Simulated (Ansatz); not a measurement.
Geometry optimisation in Ansatz: input, command and trajectory.

```yaml
crystal:
  lattice:
    - [0.0, 4.1743546207, 4.3201391908]
    - [2.426641299, 0.0, 4.3201391908]
    - [2.426641299, 4.1743546207, 0.0]
  atoms:
    - { symbol: Ti, position: [0.75, 0.75, 0.75] }
    - { symbol: Ti, position: [0.5, 0.5, 0.5] }
    - { symbol: Si, position: [0.0868244589, 0.4131755411, 0.0868244589] }
    - { symbol: Si, position: [0.4131755411, 0.0868244589, 0.4131755411] }
    - { symbol: Si, position: [0.1631755411, 0.8368244589, 0.1631755411] }
    - { symbol: Si, position: [0.8368244589, 0.1631755411, 0.8368244589] }
basis:
  ecutwfc: 420
kpoints:
  mp_grid: { grid: [10, 10, 10] }
hamiltonian:
  xc: pbe
scf:
  occupations: { method: gaussian, width: 0.1 }
output:
  forces: true
  stress: true
  eigenvalues: true
relax:
  adjacent_minimum: "off"
  f_tol: 0.008
  max_steps: 50
  cell: { stress_tol: 0.08, p_target: -3.0 }
```

```bash
ansatz run input.yaml --threads 1 --pin off --max-ram 2560MiB --backend cpu --events-out ev --progress --plain --runs-dir out
```

These are results of DFT PBE, scalar-relativistic, plane waves, PAW in Ansatz 0.2.0, not measurements.

Of 4 frames 3 are shown, positions in Å and forces in eV/Å; the SCF threshold varies from step to step. Steps run on the plane waves of an earlier cell, with a Pulay correction in the pressure. The basis is chosen afresh for the last frame, the zero of the energies, and at times for earlier ones too; energy and pressure step there, also at an unchanged geometry. The relaxation lowers the enthalpy F + PV at the target pressure, so the free energy itself can rise.

```xyz
6
Lattice="0.0000 4.1744 4.3201 2.4266 0.0000 4.3201 2.4266 4.1744 0.0000" Properties=species:S:1:pos:R:3:forces:R:3 pbc="T T T" step=1 free_energy_over_end_meV_per_atom=1.93 pressure_GPa=-3.82
Ti    3.6400    6.2615    6.4802    0.0000    0.0000    0.0000
Ti    2.4266    4.1744    4.3201    0.0000    0.0000    0.0000
Si    1.2133    0.7249    2.1601    0.0000    0.0119    0.0000
Si    1.2133    3.4495    2.1601    0.0000   -0.0119    0.0000
Si    2.4266    1.3623    4.3201    0.0000   -0.0119    0.0000
Si    2.4266    6.9864    4.3201    0.0000    0.0119    0.0000
6
Lattice="0.0000 4.1747 4.3030 2.4223 0.0000 4.3030 2.4223 4.1747 0.0000" Properties=species:S:1:pos:R:3:forces:R:3 pbc="T T T" step=2 free_energy_over_end_meV_per_atom=0.05 pressure_GPa=-2.99
Ti    3.6335    6.2620    6.4546    0.0000    0.0000    0.0000
Ti    2.4223    4.1747    4.3030    0.0000    0.0000    0.0000
Si    1.2112    0.7259    2.1515    0.0000    0.0015    0.0000
Si    1.2112    3.4488    2.1515    0.0000   -0.0015    0.0000
Si    2.4223    1.3615    4.3030    0.0000   -0.0015    0.0000
Si    2.4223    6.9879    4.3030    0.0000    0.0015    0.0000
6
Lattice="0.0000 4.1719 4.3037 2.4231 0.0000 4.3037 2.4231 4.1719 0.0000" Properties=species:S:1:pos:R:3:forces:R:3 pbc="T T T" step=4 free_energy_over_end_meV_per_atom=0.00 pressure_GPa=-2.98
Ti    3.6346    6.2578    6.4555    0.0000    0.0000    0.0000
Ti    2.4231    4.1719    4.3037    0.0000    0.0000    0.0000
Si    1.2115    0.7254    2.1518    0.0000    0.0009    0.0000
Si    1.2115    3.4464    2.1518    0.0000   -0.0009    0.0000
Si    2.4231    1.3605    4.3037    0.0000   -0.0009    0.0000
Si    2.4231    6.9832    4.3037    0.0000    0.0009    0.0000
```

Time: 2.2 min on 1 thread of Intel(R) Xeon(R) Platinum 8259CL CPU @ 2.50GHz (Skylake/Cascade Lake), with other jobs on the host, peak memory 0.67 GiB.